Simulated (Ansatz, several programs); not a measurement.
RbBr built on the NiAs prototype, relaxed with PBE in Ansatz (plane waves, PAW): space group P6_3/mmc (No. 194), hexagonal; conventional cell a = 4.854 Å, c = 8.502 Å, 43.36 Å³ an atom. Rb is surrounded by 6 Br at 3.52 Å; Br is surrounded by 6 Rb at 3.52 Å. The cell was then scaled with its shape and fractional coordinates held, which makes it stiffer than a relaxed compression. Computed, not measured; no magnetism was allowed, and whether the structure is a known phase isn't checked.

```tsv
V (Å³/atom)	E (meV/atom)
40.760	6.04
43.362	0.00
44.662	1.52
45.963	5.42
```

Problem. Pass a cubic E = c₀ + c₁u + c₂u² + c₃u³, with u = V − 43.687 Å³, through these points.

Solution. c₀ = 0.13, c₁ = +0.669, c₂ = 0.811, c₃ = -0.0368 (meV and Å³).

Problem. Where is the minimum, and what bulk modulus follows?

Solution. dE/du = 0 at u = -0.402, so V₀ = 43.29 Å³. B = V₀ d²E/dV² = 43.29 × (2c₂ + 6c₃u) = 43.29 × 1.710 = 74 meV/Å³, and 1 meV/Å³ is 0.16022 GPa: 12 GPa. A third-order Birch-Murnaghan fit to all five points gives 43.28 Å³ and 12 GPa.

Problem. Predict the energy and the pressure at the withheld volume, 42.061 Å³.

Solution. With u = -1.626: E ≈ 1.34 meV and P = −dE/dV ≈ +0.36 GPa. The run gives 1.32 meV and, from its stress, +0.36 GPa.
